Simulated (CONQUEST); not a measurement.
Wanted: the native input for a CONQUEST 1.3 run.

```yaml
Task: single point
Functional: PBE
Potentials_or_basis: PseudoDojo NC PBE, SZP, grid cutoff 120 Ha
k_mesh: 5 × 5 × 5
Occupations: fermi-dirac, width 0.05 eV
Spin: no spin polarisation
Solver: diagonalisation
SCF_tolerance: 1e-06
```

The system is Ta.

```
Ta
1.0
     3.30256    0.00000    0.00000
     0.00000    3.30256    0.00000
     0.00000    0.00000    3.30256
Ta
2
Direct
  0.00000 0.00000 0.00000
  0.50000 0.50000 0.50000
```

The input as run:

Conquest_input

```
IO.Title Ta
IO.Coordinates coords.dat
IO.FractionalAtomicCoords T
IO.Iprint 2
IO.Iprint_init 1
General.NumberOfSpecies 1
General.PseudopotentialType hamann
AtomMove.TypeOfRun static
AtomMove.FullStress T
Grid.GridCutoff 120
DM.SolutionMethod diagon
Diag.MPMesh T
Diag.GammaCentred T
Diag.MPMeshX 5
Diag.MPMeshY 5
Diag.MPMeshZ 5
Diag.kT 0.00183747
minE.SCTolerance 1e-6
SC.MaxIters 100
IO.AtomChargeOutput T
%block ChemicalSpeciesLabel
1 180.950 Ta
%endblock
```

coords.dat

```
    6.2409339101     0.0000000000     0.0000000000
    0.0000000000     6.2409339101     0.0000000000
    0.0000000000     0.0000000000     6.2409339101
2
  0.0000000000   0.0000000000   0.0000000000 1 T T T
  0.5000000000   0.5000000000   0.5000000000 1 T T T
```

Potentials or basis: PseudoDojo NC PBE, SZP, grid cutoff 120 Ha.

Command:

```console
$ OMP_NUM_THREADS=1 Conquest
```

It gave:

* Pressure: 7.7 GPa
* Band gap on the k mesh: none (metal or under the smearing width)

Caveat: the k mesh is coarse (spacing up to 0.38 Å⁻¹), so the values aren't converged; the atomic basis is small; the basis of atomic orbitals isn't converged, which shifts pressures, moduli and gaps.

Wall time 15 s on 1 thread of Intel(R) Xeon(R) Platinum 8488C (Sapphire Rapids) (shared host), peak memory 0.32 GiB.
